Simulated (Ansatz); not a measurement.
# Property card for CdS

All numbers below come from DFT PBE, scalar-relativistic, plane waves, PAW (Ansatz).

Plane waves to 420 eV, a k mesh through Γ of 8×8×8 on the computed 2-atom cell and Gaussian smearing (0.02 eV); no spin polarisation.

The structure is relaxed at this level of theory with its symmetry kept. This zinc-blende form isn't the usual stable structure of the compound.

```cif
data_structure
_symmetry_space_group_name_H-M 'P 1'
_symmetry_Int_Tables_number 1
_cell_length_a 4.1906
_cell_length_b 4.1906
_cell_length_c 4.1906
_cell_angle_alpha 60.000
_cell_angle_beta 60.000
_cell_angle_gamma 60.000
_cell_volume 52.04
loop_
_atom_site_label
_atom_site_type_symbol
_atom_site_fract_x
_atom_site_fract_y
_atom_site_fract_z
_atom_site_occupancy
Cd1 Cd 0.00000 0.00000 0.00000 1
S1 S 0.25000 0.25000 0.25000 1
```

```
Space group                                                       : F-43m (No. 216)
Volume per atom                                                   : 26.02 Å³
Formation energy from the elements' standard states (uncorrected) : -0.658 eV/atom
Kohn–Sham band gap                                                : 1.04 eV
Löwdin character of the top 1 eV of the valence band              : S 3p 90 %
Löwdin character of the lowest 1 eV of the conduction band        : Cd 5s 58 %, S 3p 21 %, S 3s 19 %
Bader charges (e)                                                 : Cd (1 in the cell) 0.86, S (1 in the cell) -0.86
```